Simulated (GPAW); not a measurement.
Here is a GPAW 26.7.0 calculation.

File run.py:

```python
from ase import Atoms
from ase.filters import FrechetCellFilter
from ase.io import write
from ase.optimize import BFGS
from gpaw import GPAW, PW, setup_paths

setup_paths.insert(0, '.')

atoms = Atoms(['Cd', 'Cd', 'Se', 'Se'],
              cell=[[4.3, 0.0, 0.0],
                    [-2.15, 3.7239092363, 0.0],
                    [0.0, 0.0, 7.02]],
              scaled_positions=[[0.6666666667, 0.3333333333, 0.5],
                                [0.3333333333, 0.6666666667, 0.0],
                                [0.6666666667, 0.3333333333, 0.885],
                                [0.3333333333, 0.6666666667, 0.385]],
              pbc=True)

calc = GPAW(mode=PW(600),
            xc='AM05',
            kpts={'size': (5, 5, 3), 'gamma': True},
            occupations={'name': 'fermi-dirac', 'width': 0.05},
            nbands=31,
            convergence={'density': 1e-06, 'energy': 1e-06, 'eigenstates': 1e-10},
            maxiter=150,
            txt='gpaw.txt')
atoms.calc = calc
opt = BFGS(FrechetCellFilter(atoms), trajectory='relax.traj', logfile='-')
done = opt.run(fmax=0.02, steps=40)
calc.write('gs.gpw')
write('result.traj', atoms)
print('Converged:', done)
print('Cell:', atoms.cell.cellpar().round(4))
print('Volume:', round(atoms.get_volume(), 4))
print(atoms.get_scaled_positions().round(5))
```

Potentials or basis: PAW data sets generated in the run's folder for this functional, pw.

Command:

```bash
$ gpaw-setup -f AM05 Cd Se
$ OMP_NUM_THREADS=1 python run.py
```

**Question.** What does it give for the space group after relaxing (to 0.05 Å)?

**Answer.** P6_3mc (No. 186).

**Question.** Estimate the relaxed cell.

**Answer.** a = 4.319 Å, b = 4.319 Å, c = 7.024 Å, α = 90.00°, β = 90.00°, γ = 120.00°.

Forces on the atoms (eV/Å):
```
Cd   0.000  0.000  0.010
Cd   0.000  0.000  0.009
Se   0.000  0.000 -0.010
Se   0.000  0.000 -0.009
```

Caveat: later steps reuse the first step's grids. Zero-point motion and thermal expansion aren't in these numbers.
